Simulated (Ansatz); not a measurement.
Rocksalt MgSe was put through Ansatz (plane waves). The geometry is the r2SCAN minimum.

Structure:
```xyz
2
Lattice="0.0000 2.7363 2.7363 2.7363 0.0000 2.7363 2.7363 2.7363 0.0000" Properties=species:S:1:pos:R:3 pbc="T T T"
Mg    0.0000    0.0000    0.0000
Se    2.7363    2.7363    2.7363
```

Abridged output:
```
Functional definition: r2SCAN
Crystal: 2 atoms, lattice volume = 40.974 Å³
Basis set: ecut = 500 eV, 1037 PW (Γ)
Bands: 17, of which v1, the nominal top of the filled ones, is band 13 counted from 1 (12 counted from 0)
Symmetry: 48 space group operations
Space group: Fm-3m (ITA 225)
k-points: 16 of 216
SCF 1 converged in 6 iterations: F = -7407.452539 eV  dr2 = 1.18e-8
SCF converged after 6 iterations
Free energy (F): -7407.452539 eV
Fermi energy:    7.361953 eV
--- G₀W₀: contour deformation, 7 samples at zero and on the imaginary axis and 2 off it, 216 q-points, 224 empty bands' worth ---
    ik  band        ε_KS         Σx   Σc(E_QP)       V_xc       Z   E_QP_lin       E_QP  E_QP is
     0    12      7.3620   -17.7579     1.4598   -15.5039  0.7941     6.5617     6.5679  root
     0    13      7.3620   -17.7579     1.4598   -15.5039  0.7941     6.5617     6.5679  root
     0    14     10.7989    -8.4964    -3.8550   -12.3608  0.8191    10.8084    10.8084  root
     0    15     15.3910    -4.7509    -4.2449    -9.1502  0.8041    15.5457    15.5453  root
     1    12      7.1904   -17.6112     1.5028   -15.3048  0.7931     6.3804     6.3868  root
     1    13      7.1904   -17.6112     1.5028   -15.3048  0.7931     6.3804     6.3868  root
     1    14     12.0135    -8.2218    -3.9528   -12.2373  0.8138    12.0762    12.0761  root
     1    15     15.1685    -5.7766    -4.3290   -10.2075  0.7983    15.2706    15.2704  root
     2    12      6.8934   -17.4224     1.5868   -15.0157  0.7912     6.0664     6.0735  root
     2    13      6.8934   -17.4224     1.5868   -15.0157  0.7912     6.0664     6.0735  root
     2    14     12.0817    -6.4213    -3.8687   -10.3441  0.8181    12.1359    12.1359  root
     2    15     14.5406    -5.6622    -4.2437   -10.1151  0.7989    14.7504    14.7498  root
     3    12      6.7625   -17.3576     1.6242   -14.9069  0.7903     5.9287     5.9361  root
     3    13      6.7625   -17.3576     1.6242   -14.9069  0.7903     5.9287     5.9361  root
     3    14     11.8772    -6.2437    -3.8002   -10.0945  0.8197    11.9277    11.9277  root
     3    15     14.0830    -5.7719    -4.1516   -10.1401  0.8030    14.3002    14.2997  root
     4    12      6.7927   -17.3352     1.6122   -14.8920  0.7905     5.9544     5.9618  root
     4    13      6.7927   -17.3352     1.6122   -14.8920  0.7905     5.9544     5.9618  root
     4    14     12.5709    -8.8097    -4.0475   -12.9676  0.8078    12.6813    12.6812  root
     4    15     13.9494    -4.4643    -4.0335    -8.5675  0.8136    14.0192    14.0191  root
     6    12      5.7237   -16.6129     1.8762   -13.8571  0.7825     4.8341     4.8441  root
     6    13      6.3987   -17.1484     1.7231   -14.5773  0.7876     5.5426     5.5508  root
     6    14     12.3068    -6.1092    -3.9120   -10.1348  0.8135    12.4205    12.4204  root
     6    15     13.8441    -6.8421    -4.1757   -11.1542  0.8027    13.9807    13.9804  root
     8    12      6.0960   -16.7854     1.7932   -14.1232  0.7855     5.2178     5.2269  root
     8    13      7.1500   -17.5767     1.5085   -15.2669  0.7929     6.3422     6.3486  root
     8    14     13.2409    -7.6313    -4.1775   -11.9100  0.8070    13.3423    13.3422  root
     8    15     14.7491    -6.3928    -4.4605   -11.0168  0.7892    14.9130    14.9126  root
     9    12      5.9253   -17.0094     1.8799   -14.2509  0.7834     5.0371     5.0467  root
     9    13      5.9253   -17.0094     1.8799   -14.2509  0.7834     5.0371     5.0467  root
     9    14     10.9380    -6.7352    -3.7174   -10.5622  0.8156    11.0478    11.0477  root
     9    15     12.4468    -4.5626    -3.7739    -8.3787  0.8210    12.4891    12.4891  root
    10    12      4.9484   -16.3552     2.1332   -13.3081  0.7738     4.0217     4.0345  root
    10    13      5.8164   -16.9741     1.9076   -14.1854  0.7826     4.9255     4.9353  root
    10    14     10.8037    -6.6869    -3.6596   -10.4484  0.8165    10.9057    10.9056  root
    10    15     13.1538    -5.3716    -3.9216    -9.3726  0.8139    13.2333    13.2332  root
  […]
```

The points are ik 0 = (0, 0, 0) (Γ), ik 1 = (0, 0, 1/6), ik 2 = (0, 0, 1/3), ik 3 = (0, 0, -1/2), ik 4 = (0, 1/6, 1/6), ik 6 = (0, 1/6, -1/2), ik 8 = (0, 1/6, -1/6), ik 9 = (0, 1/3, 1/3), ik 10 = (0, 1/3, -1/2), ik 12 = (0, -1/2, -1/2); band 13 is the last filled one.

**Question.** Which of these blocks stood in the input: relax, gw, phonons, dielectric, magnetization (spin_orbit)?

**Answer.** gw. The quasiparticle table needs the gw block.

**Question.** Which k mesh was typed?

**Answer.** 6×6×6, Γ-centred.

**Question.** How were the bands filled?

**Answer.** Fixed occupations.

It took 13 s on 1 × NVIDIA H100 80GB HBM3 with 1 thread of AMD EPYC 7R13 Processor (Zen 3), on a shared host, load about 2.1 per core; peak host memory 1.5 GiB.

Calculated for a static, non-magnetic cell.
